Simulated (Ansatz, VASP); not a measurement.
## One calculation of Cr, two programs

```
Cr
1.0
     3.77519    0.00000    0.00000
    -1.88759    3.26941    0.00000
     0.00000    0.00000    4.30247
Cr
4
Cartesian
  0.0000 0.0000 1.0756
  0.0000 0.0000 3.2269
  0.0000 2.1796 3.2269
  1.8876 1.0898 1.0756
```

Alike in both runs: functional PBEsol; k mesh 15 × 15 × 12; occupations gaussian, width 0.1 eV; no spin polarisation.

Ansatz relaxed the structure, and its values are those at the end. VASP's run is a single point on that final structure, the one shown.

|  | VASP | Ansatz |
| --- | --- | --- |
| version | VASP 6.6.1 | Ansatz 0.2.0 |
| potentials or method | VASP PAW PBE potentials, release 64 (Cr_pv) | scalar-relativistic, plane waves, PAW |
| plane-wave cutoff (eV) | 520 | 420 |
| valence electrons in the cell | 48 | 56 |

|  | VASP | Ansatz | Ansatz less VASP |
| --- | --- | --- | --- |
| gap on the k mesh at the Fermi level (eV) | none | none | - |
| pressure (GPa) | -1.1 | 0.0 | +1.10 |

A gap of «none» marks a metal or a gap that the smearing closes. The two sets of potentials don't hold the same shells in valence.

Caveats: the PAW data sets were made with another functional, which shifts forces and pressure a little (VASP); the run has no spin polarisation, though such a crystal can be magnetic. Spin polarisation is off, so any magnetic state and its effect on volume and gap are missing.
